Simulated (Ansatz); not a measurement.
## SnTe in Ansatz: the effect of functional

The system is SnTe.

```xyz
2
Lattice="0.0000 3.5623 3.5623 3.5623 0.0000 3.5623 3.5623 3.5623 0.0000" Properties=species:S:1:pos:R:3 pbc="T T T"
Te    1.7812    1.7812    1.7812
Sn    0.0000    0.0000    0.0000
```

Measurements of this composition are mostly on another form, of space group No. 225.

The cell isn't the ideal one: volume scaled by 0.96.

Alike in all runs:

* Program: Ansatz 0.2.0
* Task: single point
* Potentials or basis: Ansatz PAW
* k mesh: 7 × 7 × 7
* Occupations: fermi-dirac, width 0.05 eV
* Spin: no spin polarisation

```tsv
functional	cutoff	gap on the mesh (eV)	pressure (GPa)
LDA	420 eV (not typed: the program's choice for these potentials)	0.17	-1.3
PBEsol	420 eV (not typed: the program's choice for these potentials)	?	?
r2SCAN	500 eV (not typed: the program's choice for these potentials)	0.30	0.5
```

Question: What does the run with functional PBEsol give?

Answer: gap on the mesh 0.19 eV; pressure -0.4 GPa.

Caveats: odd divisions of the mesh miss points on the zone boundary, where band edges often lie, so the gap on the mesh can be too wide; spin-orbit coupling is left out, which moves the levels of the heavy elements; the PAW data sets come from PBE, with cores solved anew for the run's functional, which leaves a small shift of forces and pressure.

A k mesh can miss the band edges.

Runs at the PBE level aren't shown here.
